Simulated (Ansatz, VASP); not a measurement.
## LiF (Griceite) in two plane-wave programs

Wanted: the spread between two codes on one cell, functional and k mesh. The cell is taken from a series of runs on this material, whose earlier steps may have relaxed, scaled, displaced or heated it; both programs get it as it stands.

Program: Ansatz 0.2.0. Level of theory: plane waves, with VASP 6.6.1 beside it; single point at PBE with D4. Results are calculated unless marked as measured.

## (1) The structure

The structure is cubic, space group Fm-3m (No. 225). The conventional cell has a = 4.028 Å, b = 4.028 Å, c = 4.028 Å, α = 90.00°, β = 90.00°, γ = 90.00°. Nearest to Li lie 6 F at 2.01 Å. F has 6 Li at 2.01 Å nearest. Farther neighbours and most contacts between anions are not listed.

## (2) Ansatz: single point, PBE with D4

Ansatz runs on its default PAW (the set named soft_2) files.

With cell and atoms fixed, the geometry can't cause a difference; cores, projectors, grids and the points listed under the comparison can.

Input file input.yaml:

```yaml
crystal:
  lattice:
    - [0.0, 2.014, 2.014]
    - [2.014, 0.0, 2.014]
    - [2.014, 2.014, 0.0]
  atoms:
    - { symbol: Li, position: [0.0, 0.0, 0.0] }
    - { symbol: F, position: [0.5, 0.5, 0.5] }
hamiltonian:
  xc: pbe
  pseudopotentials: { kind: paw }
  dispersion: d4
kpoints:
  mp_grid: { grid: [11, 11, 11] }
scf:
  occupations: { method: fermi_dirac, width: 0.05 }
  n_extra_bands: 4
output:
  forces: true
  stress: true
  eigenvalues: true
```

Command:

```sh
> ansatz run input.yaml --threads 4 --pin off --max-ram 9216MiB --backend cpu --events-out ev --progress --plain --runs-dir out
```

Numbers of over 12 decimals in the logs are rounded to 6 here.

Log:

```text
scf.n_extra_bands = 4 over 5 filled bands (N_el = 10.0): the run solves 9 bands
Engine: ansatz 0.2.0, x86_64-unknown-linux-gnu
Pseudopotentials: kind: paw
Pseudopotential: Li, paw, valence charge 3, recommended cutoff 420 eV (normal), Li.paw.azcp
Pseudopotential: F, paw, valence charge 7, recommended cutoff 420 eV (normal), F.paw.azcp
Functional definition: PBE
  parameter kappa = 0.804
  parameter beta = 0.066725
  exchange = pbe_x(kappa = kappa, mu = beta*pi^2/3)
  correlation = pbe_c(beta = beta)
Crystal: 2 atoms, lattice volume = 16.338 Å³
Basis set: ecut = 420 eV, 331 PW (Γ), exchange–correlation on 40×40×40 points (8 copies of the dense FFT grid, shifted against one another)
Bands: 9, of which v1, the nominal top of the filled ones, is band 5 counted from 1 (4 counted from 0)
Symmetry: 48 space group operations
Space group: Fm-3m (ITA 225), of the structure as read, at distance tolerance 2.5e-5 Å
k-points: 56 of 1331
Non-local potential: Li, projectors of the file, l = 0: 3, l = 1: 2, l = 2: 1
Non-local potential: F, projectors of the file, l = 0: 2, l = 1: 2, l = 2: 1
PAW form: soft (Blöchl's): semilocal exchange-correlation on the pseudo side does not see the compensation charge
PAW one-centre angular grid: Li, 110 points (default); XC on 64 Gauss nodes
PAW one-centre angular grid: F, 110 points (default); XC on 64 Gauss nodes
Initial density: superposition of atomic densities (neutral atoms: chi_scale 0, normalization atom), corrected by the library's trained network
Initial wavefunctions: pseudopotential atomic-orbital guess
Functional: x = pbe(κ = 0.804, μ = 0.219515), c = pbe(β = 0.066725)
SCF iter   1: F=—  HF=-1016.293130 eV  |F-HF|=—  |Δ(HF+E_count)|=         —  Δρ=7.66e-4  dr2=4.06e-5  ethr=1.77e-3  ⟨swp⟩=5.3  Hψ=3099  notcnv=0
preconditioner: auto → none  [insulator: Δε(μ)=9.078 eV  Ē_g=22.682 eV  σ=0.050 eV  W_gap=1.00  n_scr=0 (ndim 8)  ℏωp=26.0 eV  f_vac=0.000  D(μ)=0.00/eV (n_scr^D=0)  ε∞_Penn≈2.3]
SCF iter   2: F=—  HF=-1016.293087 eV  |F-HF|=—  |Δ(HF+E_count)|=   4.32e-5  Δρ=1.16e-3  dr2=1.34e-4  ethr=4.06e-7  ⟨swp⟩=2.1  Hψ=1153  notcnv=0
SCF iter   3: F=—  HF=-1016.293067 eV  |F-HF|=—  |Δ(HF+E_count)|=   2.02e-5  Δρ=5.68e-4  dr2=3.24e-5  ethr=4.06e-7  ⟨swp⟩=2.5  Hψ=693  notcnv=0
SCF iter   4: F=—  HF=-1016.293069 eV  |F-HF|=—  |Δ(HF+E_count)|=   1.70e-6  Δρ=1.45e-4  dr2=3.91e-7  ethr=3.24e-7  ⟨swp⟩=2.4  Hψ=692  notcnv=0
SCF iter   5: F=—  HF=-1016.293088 eV  |F-HF|=—  |Δ(HF+E_count)|=   1.91e-5  Δρ=3.33e-4  dr2=1.22e-5  ethr=3.91e-9  ⟨swp⟩=2.0  Hψ=784  notcnv=0
SCF iter   6: F=—  HF=-1016.293085 eV  |F-HF|=—  |Δ(HF+E_count)|=   2.73e-6  Δρ=1.78e-4  dr2=3.51e-6  ethr=3.91e-9  ⟨swp⟩=2.0  Hψ=728  notcnv=0
SCF iter   7: F=—  HF=-1016.293084 eV  |F-HF|=—  |Δ(HF+E_count)|=   7.57e-7  Δρ=9.75e-5  dr2=1.05e-6  ethr=3.91e-9  ⟨swp⟩=2.0  Hψ=712  notcnv=0
SCF iter   8: F=—  HF=-1016.293084 eV  |F-HF|=—  |Δ(HF+E_count)|=   2.92e-7  Δρ=3.16e-5  dr2=1.11e-7  ethr=3.91e-9  ⟨swp⟩=2.4  Hψ=685  notcnv=0
SCF iter   9: F=-1016.293084 eV  HF=-1016.293084 eV  |F-HF|=6.77e-9  |Δ(HF+E_count)|=   3.20e-8  Δρ=8.44e-6  dr2=7.88e-9  ethr=1.00e-9  ⟨swp⟩=3.0  Hψ=1235  notcnv=0
SCF 1 converged in 9 iterations: F = -1016.293084 eV  dr2 = 7.88e-9
  greatest PAW one-centre occupation: 1.000 electrons in one spin orbital (limit 2), on the Li atom at site 0 (counted from 0), in its partial waves of l = 0
SCF converged after 9 iterations
Free energy (F): -1016.293084 eV
Harris-Foulkes:  -1016.293084 eV  (|F-HF|=6.77e-9)
Internal energy: -1016.293084 eV  (E = F + TS)
E sigma→0 (E₀):  -1016.293084 eV
Fermi energy:    5.643738 eV
--- Per-component energies (eV) ---
  E_band       = -117.692344
  E_kinetic    = 230.619019
  E_local      = -640.970676  (includes V_loc(G=0)·N_el)
  E_nonlocal   = 40.381272
  E_hartree    = 224.577405
  E_xc         = -91.833795
  E_vxc        = -117.800708  (∫ρ·V_xc dr)
  E_paw        = -221.813352  (= ΣΔE_a)
  E_vpaw       = -79.075828  (= ΣTr[D̂ρ^β])
  E_aug_tail   = 0.002217  (compensation charges beyond the density's cutoff)
  E_ewald      = -557.129686
  E_disp       = -0.125487  (pairwise vdW)
  E_smearing   = -0.000000  (= −TS)
  E_closure    = 0.000000  (closes the sum)
  Σ components = -1016.293084   (vs F -1016.293084, Δ=0.00e0)
--- Forces (eV/Å), atoms counted from 1 ---
  atom   1  Li    -0.00000000     0.00000000    -0.00000000
  atom   2  F      0.00000000    -0.00000000     0.00000000
  max |Σ_I F_I| component: 3.34e-29 eV/Å
--- Stress (GPa, compression-positive) ---
        0.880094      -0.000000       0.000000
       -0.000000       0.880094      -0.000000
       -0.000000      -0.000000       0.880094
  P = ⅓ Tr σ = 0.8801 GPa (8.801 kbar)
--- Band table (eV; the first three rows and the last of 56) ---
  k-point 0: bands = ["-39.8902", "-18.9695", "0.9980", "0.9980", "0.9980", "10.0871", "24.9531", "24.9531", "24.9531"]
  k-point 1: bands = ["-39.8856", "-18.9375", "0.7580", "0.9791", "0.9791", "10.3325", "22.5529", "23.8482", "23.8482"]
  k-point 2: bands = ["-39.8732", "-18.8497", "0.1616", "0.9293", "0.9293", "10.9094", "20.2078", "22.4845", "22.4845"]
  k-point 55: bands = ["-39.8165", "-18.3088", "-1.1821", "-0.9281", "0.2301", "15.8354", "16.0176", "18.7456", "20.2687"]
```

Reading the cycles: dr2 is the Hartree energy of the density residual (eV), the measure of convergence; HF is the Harris–Foulkes estimate of the energy, which meets the free energy F at convergence.

The run ends at a pressure of 0.88 GPa.

## (3) VASP: single point, PBE with D4

The same cell, functional, mesh and smearing now go to VASP, with its own data sets and cutoff.

Lines of VASP's logs that name or quote its potential files are left out, and so is its time.

Input file INCAR:

```
SYSTEM = LiF
PREC = Accurate
ENCUT = 790
EDIFF = 1E-06
NELM = 100
ISMEAR = -1
SIGMA = 0.05
LREAL = .FALSE.
ALGO = Normal
GGA = PE
IVDW = 13
NBANDS = 11
LORBIT = 11
LWAVE = .FALSE.
LCHARG = .FALSE.
KPAR = 2
ISIF = 2
```

Input file POSCAR:

```
LiF
1.0
    0.0000000000      2.0140000000      2.0140000000
    2.0140000000      0.0000000000      2.0140000000
    2.0140000000      2.0140000000      0.0000000000
Li F
1 1
Direct
    0.0000000000      0.0000000000      0.0000000000
    0.5000000000      0.5000000000      0.5000000000
```

Input file KPOINTS:

```
Automatic mesh
0
Gamma
11 11 11
0 0 0
```

The projector-augmented-wave data sets are Li_sv_GW and F_GW (PBE family, release 64).

Command:

```sh
> mpirun -np 2 vasp_std
```

Log:

```text
[banner, memory and clock lines left out]
running    2 mpi-ranks, on    1 nodes
 distrk:  each k-point on    1 cores,    2 groups
 distr:  one band on    1 cores,    1 groups

 POSCAR found type information on POSCAR LiF
 POSCAR found :  2 types and       2 ions
 LDA part: xc-table for (Slater+PW92), standard interpolation
 POSCAR, INCAR and KPOINTS ok, starting setup
 FFT: planning ... GRIDC
 FFT: planning ... GRID_SOFT
 FFT: planning ... GRID
 WAVECAR not read
 entering main loop
       N       E                     dE             d eps       ncg     rms          rms(c)
DAV:   1     0.399856157475E+02    0.39986E+02   -0.63433E+03  1248   0.116E+03
DAV:   2    -0.106135659732E+02   -0.50599E+02   -0.49280E+02  1394   0.260E+02
DAV:   3    -0.119679587543E+02   -0.13544E+01   -0.13531E+01  1447   0.361E+01
DAV:   4    -0.119754354262E+02   -0.74767E-02   -0.74763E-02  1394   0.322E+00
DAV:   5    -0.119755110395E+02   -0.75613E-04   -0.75612E-04  1514   0.319E-01    0.729E+00
DAV:   6    -0.114177833896E+02    0.55773E+00   -0.27300E+00  1379   0.115E+01    0.502E+00
DAV:   7    -0.114165158924E+02    0.12675E-02   -0.16547E-02  1421   0.138E+00    0.317E+00
DAV:   8    -0.114197912727E+02   -0.32754E-02   -0.16860E-02  1344   0.171E+00    0.269E-01
DAV:   9    -0.114196791194E+02    0.11215E-03   -0.33021E-04  1503   0.196E-01    0.543E-02
DAV:  10    -0.114198001666E+02   -0.12105E-03   -0.16002E-04  1381   0.118E-01    0.123E-02
DAV:  11    -0.114197987477E+02    0.14189E-05   -0.48499E-06  1521   0.187E-02    0.912E-03
DAV:  12    -0.114197988906E+02   -0.14283E-06   -0.40457E-07  1400   0.707E-03
   1 F= -.11545222E+02 E0= -.11545222E+02  d E =-.769930E-10
```

From OUTCAR (step 3):

```text
ion  position               nearest neighbor table
   1  0.000  0.000  0.000-
   2  0.500  0.500  0.500-

  LATTYP: Found a face centered cubic cell.
 ALAT       =     4.0280000000

 Subroutine GETGRP returns: Found 48 space group operations
 (whereof 48 operations were pure point group operations)

The static configuration has the point symmetry O_h .

 Found     56 irreducible k-points:

   k-points           NKPTS =     56   k-points in BZ     NKDIM =     56   number of bands    NBANDS=     11

   dimension x,y,z NGX =    28 NGY =   28 NGZ =   28
   dimension x,y,z NGXF=    56 NGYF=   56 NGZF=   56

   ENCUT  =  790.0 eV  58.06 Ry    7.62 a.u.   6.53  6.53  6.53*2*pi/ulx,y,z

   NELECT =      10.0000    total number of electrons

 k-points in reciprocal lattice and weights: Automatic mesh
   0.00000000  0.00000000  0.00000000       0.001
   0.09090909  0.00000000  0.00000000       0.006
   0.18181818  0.00000000  0.00000000       0.006
   0.27272727  0.00000000  0.00000000       0.006
   0.36363636  0.00000000  0.00000000       0.006
   0.45454545  0.00000000  0.00000000       0.006
   0.09090909  0.09090909  0.00000000       0.005
   0.18181818  0.09090909  0.00000000       0.018
   0.27272727  0.09090909  0.00000000       0.018
[...]
-0.36363636  0.45454545  0.18181818       0.018
  -0.27272727  0.45454545  0.18181818       0.018

 average (electrostatic) potential at core
       1 -37.8332       2-112.4029

 E-fermi :  -0.0038

 k-point     1 :       0.0000    0.0000    0.0000
  band No.  band energies     occupation
      1     -41.9351      2.00000
      2     -21.0240      2.00000
      3      -1.0556      2.00000
      4      -1.0556      2.00000
      5      -1.0556      2.00000
      6       8.0063      0.00000
      7      22.8893      0.00000
      8      22.8893      0.00000
      9      22.8893      0.00000
     10      23.2720      0.00000
    ...

 k-point     2 :       0.0909    0.0000    0.0000
  band No.  band energies     occupation
      1     -41.9303      2.00000
      2     -20.9920      2.00000
      3      -1.2959      2.00000
      4      -1.0746      2.00000
      5      -1.0746      2.00000
      6       8.2525      0.00000
      7      20.4841      0.00000
      8      21.7791      0.00000
      9      21.7791      0.00000
     10      24.2020      0.00000
    ...

 k-point     3 :       0.1818    0.0000    0.0000
  band No.  band energies     occupation
      1     -41.9177      2.00000
      2     -20.9046      2.00000
      3      -1.8931      2.00000
      4      -1.1245      2.00000
      5      -1.1245      2.00000
      6       8.8310      0.00000
      7      18.1382      0.00000
      8      20.4118      0.00000
      9      20.4118      0.00000
     10      25.1274      0.00000
    ...

  DFT-D4 for vdW energy calculation

  Edisp (eV):   -0.12542

  Total       0.00885     0.00885     0.00885     0.00000     0.00000    -0.00000
  in kB       0.86806     0.86806     0.86806     0.00000     0.00000    -0.00000
  external pressure =        0.87 kB  Pullay stress =        0.00 kB

  energy-cutoff  :      790.00
  volume of cell :       16.34
      direct lattice vectors                 reciprocal lattice vectors
     0.000000000  2.014000000  2.014000000    -0.248262165  0.248262165  0.248262165
     2.014000000  0.000000000  2.014000000     0.248262165 -0.248262165  0.248262165
     2.014000000  2.014000000  0.000000000     0.248262165  0.248262165 -0.248262165

 POSITION                                       TOTAL-FORCE (eV/Angst)
 -----------------------------------------------------------------------------------
      0.00000      0.00000      0.00000        -0.000000     -0.000000      0.000000
      2.01400      2.01400      2.01400         0.000000      0.000000     -0.000000
 -----------------------------------------------------------------------------------
    total drift:                                0.000000      0.000000      0.000000

  FREE ENERGIE OF THE ION-ELECTRON SYSTEM (eV)
  ---------------------------------------------------
  free  energy   TOTEN  =       -11.5452219854 eV

  energy  without entropy=      -11.5452219853  energy(sigma->0) =      -11.54522199

 total charge
# of ion       s       p       d       tot
------------------------------------------
    1        1.990   0.054   0.002   2.046
    2        1.658   4.193   0.000   5.851
--------------------------------------------------
tot          3.648   4.247   0.002   7.897

[... 3 further parts left out ...]
```

The run ends at a pressure of 0.09 GPa.

## (4) Differences

Known differences besides the potentials themselves: the cutoff is 420 eV in Ansatz and 790 eV in VASP; VASP leaves aspherical gradient terms in its spheres out (LASPH is not set), Ansatz keeps them. Total energies have different zeros and are not compared.

The two programs side by side:

```tsv
quantity	Ansatz	VASP	difference
pressure (GPa)	0.88	0.09	+0.79
pressure without Ansatz's Pulay correction (GPa)	0.19	0.09	+0.10
gap on the k mesh (eV)	9.089	9.062	+0.027
```

A gap on the mesh is an upper bound, since the band edges may lie between its points. Ansatz's pressure holds a Pulay correction of 0.69 GPa; VASP's holds none.

## (5) What the set-up changes

Further runs change the set-up of one program: Ansatz's method, potentials or start, or VASP's data sets, cutoff or form of LDA. The table gives Ansatz less VASP for each quantity, since a change that brings one quantity closer may part another.

```tsv
run	pressure (GPa)	gap on the k mesh (eV)	pressure without Ansatz's Pulay correction (GPa)
as above	0.79	0.027	0.10
VASP with the data sets Li_sv and F_h and a cutoff of 1240 eV	0.86	0.016	0.17
```

## (6) Summary of results

| Quantity | Value |
| --- | --- |
| difference in gap on the k mesh (single point, PBE with D4) | 0.027 eV |
| difference in pressure (single point, PBE with D4) | 0.79 GPa |

**Reading.** The difference in pressure is 0.79 GPa (single point, PBE with D4), within the 1 GPa picked in this series as the mark of a large difference. Single point, PBE with D4, VASP with the data sets Li_sv and F_h and a cutoff of 1240 eV: the difference in gap on the k mesh goes from 0.027 to 0.016 eV; the difference in pressure without Ansatz's Pulay correction goes from 0.10 to 0.17 GPa. How closely two codes agree says nothing of how well the functional describes the real material.

[Lines on the potential files, build, host, timing and source positions are cut from VASP's logs without a mark.]

[Logs are printed without paths, hosts, clocks, repeated set-up lines and the standing remarks that a program may print on its own settings, such as how far it seeks lower states.]

[Hosts, paths, dates, database ids (printed as entryN), source tags and the programs' standing remarks are cut or masked in the printed files.]
